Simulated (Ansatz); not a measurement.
MnAs:

```
As Mn
1.0
     3.71000    0.00000    0.00000
    -1.85500    3.21295    0.00000
     0.00000    0.00000    5.69100
As Mn
2 2
Cartesian
  1.8550 1.0710 4.2683
  0.0000 2.1420 1.4227
  0.0000 0.0000 2.8455
  0.0000 0.0000 0.0000
```

Base run:

```yaml
Program: Ansatz 0.2.0
Functional: PBE
Potentials_or_basis: Ansatz PAW
Cutoff: "420 eV (not typed: the program's choice for these potentials)"
k_mesh: 8 × 8 × 5
Occupations: fermi-dirac, width 0.05 eV
Spin: collinear spin, ferromagnetic start
Starting_moments: "[0.0, 0.0, 4.0, 4.0] μB"
```

Its results: band gap on the k mesh none (metal or under the smearing width); pressure -3.5 GPa; net moment 6.28 μB per cell; site moments As -0.12; Mn +3.15 μB.

Task: The run is repeated on the same cell with these changes: functional from PBE to HSE06; k mesh from 8 × 8 × 5 to 4 × 4 × 3. What comes out?

Result: Band gap on the k mesh none (metal or under the smearing width); pressure 9.3 GPa; net moment 7.96 μB per cell; site moments As -0.19; Mn +4.04 μB.

Several settings changed at once, so the effect can't be laid on one alone.

Caveats: some runs use coarse meshes; only a ferromagnetic start was run, and an antiferromagnetic order may lie lower in energy; the magnetic or orbital state may not be the lowest (some runs); the PAW data sets come from PBE, with cores solved anew for the run's functional, which leaves a small shift of forces and pressure (some runs); the thresholds are loose for stress (some runs).
